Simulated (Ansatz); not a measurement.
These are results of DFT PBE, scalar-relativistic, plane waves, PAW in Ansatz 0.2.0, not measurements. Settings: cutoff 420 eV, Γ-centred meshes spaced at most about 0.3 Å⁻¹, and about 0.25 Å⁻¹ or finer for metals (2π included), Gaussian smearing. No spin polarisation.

Energies over the elements count from the elements' standard structures at the same level (O₂ as a molecule), with no fitted energy shifts. The references include grey tin.

All energies are static (0 K, no zero-point motion). The comparison covers the computed candidates alone. Kohn–Sham gaps at this level usually fall short of measured ones.

A search for Zn2SnO3 gave 4 distinct relaxed structures. Coordination counts O atoms around Sn and Zn (those within 1.25 times the shortest such distance or 1.15 times the sum of covalent radii; the shortest distance is added where it is long for a bond; a slash parts the counts of unlike sites). Cells relaxed within their symmetry can be saddle points.

Question: What is the best candidate for Zn2SnO3?

Answer: The one with space group Cm (No. 8), reached from: a relaxed cell, shaken at random and relaxed again. It has a = 6.075 Å, b = 10.319 Å, c = 5.563 Å, β = 92.1°, 14.5 Å³/atom, a gap of 1.26 eV on the mesh. Zn on its first site is surrounded by 4 O at 1.98–2.04 Å; around Zn on its second site lie 4 O at 1.99–2.04 Å; around Sn on its first site lie 1 O at 2.14 Å, 2 O at 2.28 Å and 1 O at 2.55 Å; O on a site of symmetry 1 has 3 Zn at 1.99–2.04 Å and 1 Sn at 2.28 Å; 4 more sites not described. Its energy over the elements is −1.259 eV/atom. A negative formation energy is needed for stability but isn't enough: competing phases decide. An observed structure of this formula, if there is one, may be missing.

```
CELL_PARAMETERS angstrom
3.03745 -5.15940 0.00000
3.03745 5.15940 0.00000
-0.20659 0.00000 5.55960
ATOMIC_POSITIONS crystal
Zn 0.51437 0.15995 0.99187
Zn 0.15995 0.51437 0.99187
Zn 0.83393 0.49407 0.49765
Zn 0.49407 0.83393 0.49765
Sn 0.18473 0.18473 0.54488
Sn 0.83008 0.83008 0.03325
O 0.55284 0.17115 0.62773
O 0.17115 0.55284 0.62773
O 0.77840 0.77840 0.64300
O 0.82995 0.44761 0.13489
O 0.44761 0.82995 0.13489
O 0.20313 0.20313 0.92888
```

Question: How much higher is the P-3 structure with 13.9 Å³/atom and coordination Zn 3/6/6 from 2.4 Å, Sn 3 (reached from: a cell proposed by chemical analogy)?

Answer: 182 meV/atom. Its gap on the mesh is 0.80 eV.

Question: How much higher is the I-4m2 structure with 14.5 Å³/atom and coordination Zn 4, Sn 4 (reached from: a cell proposed by chemical analogy)?

Answer: 87 meV/atom. It has no gap on its mesh.
